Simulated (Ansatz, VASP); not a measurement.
# TePb: VASP beside Ansatz

```
Te Pb
1.0
     0.00000    3.22700    3.22700
     3.22700    0.00000    3.22700
     3.22700    3.22700    0.00000
Te Pb
1 1
Direct
  0.52191 0.50000 0.50000
  0.00000 0.00000 0.00000
```

Change from the starting cell: all Te atoms moved -0.100 Å, as atom 1 towards its neighbour atom 1 (Te) at 4.564 Å.

Alike in both runs: task single point; functional PBE; k mesh 8 × 8 × 8; occupations gaussian, width 0.05 eV; no spin polarisation.

```csv
,VASP,Ansatz
version,VASP 6.6.1,Ansatz 0.2.0
potentials or method,"VASP PAW PBE potentials, release 64 (Te, Pb_d)","scalar-relativistic, plane waves, PAW"
plane-wave cutoff (eV),520,420
valence electrons in the cell,20,30
```

```csv
,VASP,Ansatz,Ansatz less VASP
gap on the k mesh at the Fermi level (eV),0.74,0.74,-0.005
least direct gap on the mesh (eV),0.74,0.74,-0.005
pressure (GPa),2.4,2.4,+0.06
largest component of the traceless stress (GPa),0.13,0.13,-0.001
rms of the force components (eV/Å),0.045,0.044,-0.0010
```

Atom by atom the forces differ by 0.001 eV/Å (rms over components). The two sets of potentials don't hold the same shells in valence.

Caveats: spin-orbit coupling is left out, which as a rule narrows the gap of such compounds by several tenths of an eV. A k mesh can miss the band edges.
